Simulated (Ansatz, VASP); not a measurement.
# One calculation of Pd, two programs

```
Pd
1.0
     2.72327    0.00000    0.00000
    -0.90776    2.56752    0.00000
    -0.90776   -1.28376    2.22354
Pd
1
Direct
  0.00000 0.00000 0.00000
```

Alike in both runs: functional LDA; k mesh 9 × 9 × 9; occupations gaussian, width 0.05 eV; non-collinear spin, spin-orbit coupling.

```csv
,VASP,Ansatz
version,VASP 6.6.1,Ansatz 0.2.0
potentials or method,"VASP PAW LDA potentials, release 64 (Pd), cutoff 520 eV","all-electron LAPW, relativistic spinors"
task,single point,atomic charges
```

|  | VASP | Ansatz | Ansatz less VASP |
| --- | --- | --- | --- |
| gap on the k mesh at the Fermi level (eV) | none | none | - |
| pressure (GPa) | -15.2 | -15.4 | -0.24 |
| net moment per atom (μB) | 0.00 | 0.00 | 0.000 |

A gap of «none» marks a metal or a gap that the smearing closes. Ansatz ran all-electron here, so the differences hold the error of VASP's frozen core and of both bases.

Caveats: so large a pressure means that the cell lies far from this level's equilibrium, or that cutoff or potentials fall short; the k mesh is thin for a metal, which can move the energy by tens of meV per atom (Ansatz).
